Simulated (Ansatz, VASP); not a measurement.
Given: the input of a run of Ansatz 0.2.0 on SiC (Moissanite 6H).

Contents of input.yaml:

```yaml
crystal:
  lattice:
    - [3.095, 0.0, 0.0]
    - [-1.5475, 2.6803486247, 0.0]
    - [0.0, 0.0, 15.17]
  atoms:
    - { symbol: Si, position: [0.6666666667, 0.3333333333, 0.4583] }
    - { symbol: Si, position: [0.3333333333, 0.6666666667, 0.9583] }
    - { symbol: Si, position: [0.6666666667, 0.3333333333, 0.7917] }
    - { symbol: Si, position: [0.3333333333, 0.6666666667, 0.2917] }
    - { symbol: Si, position: [0.0, 0.0, 0.625] }
    - { symbol: Si, position: [0.0, 0.0, 0.125] }
    - { symbol: C, position: [0.6666666667, 0.3333333333, 0.3333] }
    - { symbol: C, position: [0.3333333333, 0.6666666667, 0.8333] }
    - { symbol: C, position: [0.6666666667, 0.3333333333, 0.6667] }
    - { symbol: C, position: [0.3333333333, 0.6666666667, 0.1667] }
    - { symbol: C, position: [0.0, 0.0, 0.5] }
    - { symbol: C, position: [0.0, 0.0, 0.0] }
hamiltonian:
  xc: pbe
  pseudopotentials: { kind: paw }
kpoints:
  mp_grid: { grid: [10, 10, 2] }
scf:
  occupations: { method: gaussian, width: 0.012 }
output:
  forces: true
  stress: true
  eigenvalues: true
```

Potentials or basis: Ansatz PAW.

Run with:

```bash
$ ansatz run input.yaml --threads 4 --pin off --max-ram 11264MiB --backend cpu --events-out ev --progress --plain --runs-dir out
```

Translate it to VASP 6.6.1. Potentials there: VASP PAW PBE potentials, release 64 (Si, C).

As run (the cutoff follows the program's own potentials):

The input INCAR:

```
SYSTEM = SiC
PREC = Accurate ; ENCUT = 520
EDIFF = 1E-7 ; ISMEAR = 0
SIGMA = 0.012 ; LREAL = .False.
LASPH = .True. ; NELM = 80
ALGO = Normal ; ISIF = 2
LWAVE = .False. ; LCHARG = .False.
GGA = PE ; NBANDS = 36
```

Contents of KPOINTS:

```
regular mesh
0
Gamma
  10 10 2
  0 0 0
```

The input POSCAR:

```
SiC
1.0
    3.0950000000      0.0000000000      0.0000000000
   -1.5475000000      2.6803486247      0.0000000000
    0.0000000000      0.0000000000     15.1700000000
Si C
6 6
Direct
    0.6666666667      0.3333333333      0.4583000000
    0.3333333333      0.6666666667      0.9583000000
    0.6666666667      0.3333333333      0.7917000000
    0.3333333333      0.6666666667      0.2917000000
    0.0000000000      0.0000000000      0.6250000000
    0.0000000000      0.0000000000      0.1250000000
    0.6666666667      0.3333333333      0.3333000000
    0.3333333333      0.6666666667      0.8333000000
    0.6666666667      0.3333333333      0.6667000000
    0.3333333333      0.6666666667      0.1667000000
    0.0000000000      0.0000000000      0.5000000000
    0.0000000000      0.0000000000      0.0000000000
```

Potentials or basis: VASP PAW PBE potentials, release 64 (Si, C).

Run with:

```bash
$ cat potpaw_PBE.64/Si/POTCAR potpaw_PBE.64/C/POTCAR > POTCAR
$ mpirun -np 1 vasp_std > vasp.out
```

Both were run:

|  | VASP | Ansatz | Ansatz less VASP |
| --- | --- | --- | --- |
| gap on the k mesh at the Fermi level (eV) | 2.02 | 2.02 | +0.002 |
| least direct gap on the mesh (eV) | 3.12 | 3.12 | +0.002 |
| pressure (GPa) | 0.2 | 0.2 | +0.05 |
| largest component of the traceless stress (GPa) | 0.51 | 0.51 | -0.005 |
| rms of the force components (eV/Å) | 0.039 | 0.039 | 0.0000 |

Atom by atom the forces differ by 0.000 eV/Å (rms over components).

A k mesh can miss the band edges.
